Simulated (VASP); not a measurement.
## MgSe2: single point with r2SCAN

Crystal: MgSe2.

```
Mg Se
1.0
     6.47318    0.00000    0.00000
     0.00000    6.47318    0.00000
     0.00000    0.00000    6.47318
Mg Se
4 8
Direct
  0.50000 0.50000 0.00000
  0.50000 0.00000 0.50000
  0.00000 0.50000 0.50000
  0.00000 0.00000 0.00000
  0.10602 0.89398 0.39398
  0.89398 0.39398 0.10602
  0.39398 0.10602 0.89398
  0.60602 0.60602 0.60602
  0.89398 0.10602 0.60602
  0.10602 0.60602 0.89398
  0.60602 0.89398 0.10602
  0.39398 0.39398 0.39398
```

The cell comes from a database or a generator and needn't be the stable form of this composition.

| Item | Value |
| --- | --- |
| Program | VASP 6.6.1 |
| Task | single point |
| Functional | r2SCAN |
| Potentials or basis | VASP PAW PBE potentials, release 64 (Mg, Se) |
| Cutoff | 520 eV |
| k mesh | 4 × 4 × 4 |
| Occupations | gaussian, width 0.02 eV |
| Spin | no spin polarisation |
| Dipole correction | no |
| Further INCAR settings | ALGO = Normal; EDIFF = 1e-06; NBANDS = 40 |

```yaml
Pressure: -0.2 GPa
Largest_force: 0.011 eV/Å
Band_gap_on_the_k_mesh: 2.08 eV, indirect (least direct gap 2.18 eV)
```

Forces in eV/Å, atoms in the order of the input:
```
Mg   0.000  0.000  0.000
Mg   0.000  0.000  0.000
Mg   0.000  0.000  0.000
Mg   0.000  0.000  0.000
Se   0.006 -0.006 -0.006
Se  -0.006 -0.006  0.006
Se  -0.006  0.006 -0.006
Se   0.006  0.006  0.006
Se  -0.006  0.006  0.006
Se   0.006  0.006 -0.006
Se   0.006 -0.006  0.006
Se  -0.006 -0.006 -0.006
```

Levels at points of the mesh, in eV from the valence-band top:
| k point | band 24 | band 25 | band 26 | band 27 | band 28 | band 29 | band 30 | band 31 | band 32 | band 33 |
| --- | --- | --- | --- | --- | --- | --- | --- | --- | --- | --- |
| (0.00, 0.00, 0.00) | -0.62 | -0.62 | -0.62 | 0.00 | 0.00 | 2.18 | 3.15 | 3.15 | 3.15 | 4.25 |
| (0.50, 0.00, 0.00) | -1.21 | -0.98 | -0.98 | -0.06 | -0.06 | 2.35 | 2.35 | 2.44 | 2.44 | 5.12 |
| (0.50, 0.50, 0.00) | -1.02 | -0.88 | -0.88 | -0.88 | -0.88 | 2.36 | 2.36 | 2.36 | 2.36 | 5.09 |
| (0.50, 0.50, 0.50) | -1.28 | -1.21 | -1.21 | -1.21 | -1.21 | 2.59 | 2.59 | 2.59 | 2.59 | 5.22 |

Wall time 8.3 min on 1 thread of Intel(R) Xeon(R) Platinum 8259CL CPU @ 2.50GHz (Skylake/Cascade Lake) (shared host), peak memory 0.41 GiB.

Caveat: the PAW data sets were made with another functional, which shifts forces and pressure a little. r2SCAN opens gaps a little over a GGA but as a rule still falls short of measured ones.
